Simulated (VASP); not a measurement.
A run of VASP 6.6.1 is set up as follows.

File INCAR:

```
PREC     = Accurate       # precision mode
ENCUT    = 520            # plane-wave cutoff, eV
EDIFF    = 1E-6           # SCF threshold, eV
ISMEAR   = 0              # smearing method
SIGMA    = 0.1            # smearing width, eV
LREAL    = False          # projectors in reciprocal space
LASPH    = True           # aspherical terms in the spheres
NELM     = 60             # most SCF steps
ALGO     = Normal         # electronic algorithm
ISIF     = 2              # what is computed and relaxed
LWAVE    = False          # write WAVECAR
LCHARG   = False          # write CHGCAR
LDIPOL   = True         
IDIPOL   = 3            
DIPOL    = 0.5 0.5 0.496
NBANDS   = 102            # bands
```

KPOINTS

```
Automatic mesh
0
Gamma
  6 6 1
```

Contents of POSCAR:

```
Cu
1.0
    5.1123820280      0.0000000000      0.0000000000
    2.5561910140      4.4274527101      0.0000000000
    0.0000000000      0.0000000000     24.2613636694
Cu
16
Direct
    0.0000000000      0.0000000000      0.3709601868
    0.5000000000      0.0000000000      0.3709601868
    0.0000000000      0.5000000000      0.3709601868
    0.5000000000      0.5000000000      0.3709601868
    0.1666666667      0.1666666667      0.4569867289
    0.6666666667      0.1666666667      0.4569867289
    0.1666666667      0.6666666667      0.4569867289
    0.6666666667      0.6666666667      0.4569867289
   -0.1666666667      0.3333333333      0.5377311707
    0.3333333333      0.3333333333      0.5377311707
   -0.1666666667      0.8333333333      0.5377311707
    0.3333333333      0.8333333333      0.5377311707
    0.0000000000      0.0000000000      0.6181817434
    0.5000000000      0.0000000000      0.6181817434
    0.0000000000      0.5000000000      0.6181817434
    0.5000000000      0.5000000000      0.6181817434
```

Potentials or basis: VASP PAW LDA potentials, release 64 (Cu).

The run is started by

```bash
$ cat potpaw_LDA.64/Cu/POTCAR > POTCAR
$ mpirun -np 1 vasp_std > vasp.out
```

Task: What does it give for the largest force?

Result: 0.522 eV/Å.

Task: What does it give for the band gap on the k mesh?

Result: None (metal or under the smearing width).

Forces on the atoms (eV/Å):
```
Cu   0.000  0.000  0.492
Cu   0.000  0.000  0.492
Cu   0.000  0.000  0.492
Cu   0.000  0.000  0.492
Cu   0.000  0.000 -0.522
Cu   0.000  0.000 -0.522
Cu   0.000  0.000 -0.522
Cu   0.000  0.000 -0.522
Cu   0.000  0.000 -0.001
Cu   0.000  0.000 -0.001
Cu   0.000  0.000 -0.001
Cu   0.000  0.000 -0.001
Cu   0.000  0.000  0.031
Cu   0.000  0.000  0.031
Cu   0.000  0.000  0.031
Cu   0.000  0.000  0.031
```
